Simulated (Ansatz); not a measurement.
TiPbO3, a database entry at a rescaled volume

```xyz
10
Lattice="4.0072 0.0000 0.0000 0.0000 8.0145 0.0000 0.0000 0.0000 4.0072" Properties=species:S:1:pos:R:3 pbc="T T T"
Pb    0.0000    0.0000    0.0000
Pb    0.0000    4.0072    0.0000
Ti    2.0036    2.0036    2.0036
Ti    2.0036    6.0109    2.0036
O     0.0000    2.0036    2.0036
O     0.0000    6.0109    2.0036
O     2.0036    0.0000    2.0036
O     2.0036    4.0072    2.0036
O     2.0036    2.0036    0.0000
O     2.0036    6.0109    0.0000
```

Single point in Ansatz 0.2.0 with r2SCAN, collinear spin. Cutoff 500 eV, PAW datasets, 6×3×6 Γ-centred k mesh, fermi-dirac filling (width 0.1 eV).

The state carries no moments; the state need not be the lowest.

Question: Which orbitals make up the band edges?

Answer: Within 0.7 eV of the edges, the states project mainly on O p (91 %) below the gap and on Ti d (90 %) above it.

Question: Is there a gap, and of what kind?

Answer: The gap is 1.97 eV, direct at the points sampled. A semilocal functional usually gives too small a gap.

Question: What does the stress say?

Answer: The pressure is -9.3 GPa (compression positive), so with the atoms held at these fractions the cell would first shrink.

Question: Is it stable against the elements?

Answer: -2.50 eV an atom against the elements' usual phases (free molecules for gases, crystals otherwise, with no correction for O₂ or N₂), so it is bound against them; other compounds may still compete. Relaxing would lower it.

Question: Which element gives electrons and which takes them?

Answer: Bader charges in e: Ti +2.34, Pb +1.45, O -1.26. In the mean Ti gives up most and O takes most.

Origin: a database entry at a rescaled volume. Caveats: the input typed no starting moments; no spin-orbit coupling, which can shift this gap by tenths of an eV.
